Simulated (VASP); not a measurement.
# VASP 6.6.1 run: NaF

INCAR

```
NBANDS = 14
LCHARG = .FALSE.
METAGGA = RSCAN
NELM = 78
NELECT = 13
ISIF = 2
IBRION = -1
NSW = 0
PREC = Accurate
LREAL = .FALSE.
ISMEAR = -1
LASPH = .TRUE.
ENCUT = 520
LWAVE = .FALSE.
SIGMA = 0.02
EDIFF = 1E-7
```

KPOINTS

```
KPOINTS created by Atomic Simulation Environment
0
Gamma
10 10 10
0 0 0
```

POSCAR

```
Na F
 1.0000000000000000
     2.6853773406000001    0.0000000000000000    0.0000000000000000
     0.0000000000000000    2.6853773406000001    0.0000000000000000
     0.0000000000000000    0.0000000000000000    2.7934852185999999
 Na  F
   1   1
Cartesian
  0.0000000000000000  0.0000000000000000  0.0000000000000000
  1.3426886703000001  1.3426886703000001  1.3967426092999997
```

The recommended PBE PAW datasets give the neutral cell 14 valence electrons.

Command

```
mpirun -np 1 vasp_std
```

**Question.** How does this run end, and what does it give?

**Answer.** It converged. Results: pressure -43.5 GPa.

OSZICAR

```
N       E                     dE             d eps       ncg     rms          rms(c)
DAV:   1     0.911624323151E+02    0.91162E+02   -0.71320E+03  3606   0.116E+03
DAV:   2    -0.888071299583E+01   -0.10004E+03   -0.95334E+02  3984   0.331E+02
DAV:   3    -0.133488878041E+02   -0.44682E+01   -0.44179E+01  4170   0.618E+01
DAV:   4    -0.133811406998E+02   -0.32253E-01   -0.32249E-01  4086   0.566E+00
DAV:   5    -0.133814411360E+02   -0.30044E-03   -0.30043E-03  4284   0.549E-01    0.409E+00
DAV:   6    -0.116549430313E+02    0.17265E+01   -0.18139E+00  3564   0.121E+01    0.118E+00
DAV:   7    -0.116400021711E+02    0.14941E-01   -0.50010E-02  4026   0.242E+00    0.623E-01
DAV:   8    -0.116348964442E+02    0.51057E-02   -0.12367E-02  4378   0.110E+00    0.203E-01
DAV:   9    -0.116339335106E+02    0.96293E-03   -0.53995E-03  4128   0.888E-01    0.111E-01
DAV:  10    -0.116337135640E+02    0.21995E-03   -0.40732E-04  4146   0.205E-01    0.496E-02
DAV:  11    -0.116336800020E+02    0.33562E-04   -0.40818E-04  4008   0.202E-01    0.543E-02
DAV:  12    -0.116336212298E+02    0.58772E-04   -0.91551E-05  3906   0.817E-02    0.231E-02
DAV:  13    -0.116336111237E+02    0.10106E-04   -0.22252E-05  4014   0.422E-02    0.369E-03
DAV:  14    -0.116336116358E+02   -0.51210E-06   -0.53249E-07  3720   0.759E-03    0.174E-03
DAV:  15    -0.116336115267E+02    0.10905E-06   -0.23782E-08  3842   0.214E-03    0.164E-03
DAV:  16    -0.116336115520E+02   -0.25247E-07   -0.37294E-08  2058   0.171E-03
   1 F= -.11633612E+02 E0= -.11629379E+02  d E =-.846474E-02
```

The cell is charged and sits in a uniform background.

For comparison, a separate PBE run of the intended cell, on usual settings and not on those above, gives a gap of 6.56 eV on its mesh and a pressure of 10.7 GPa.
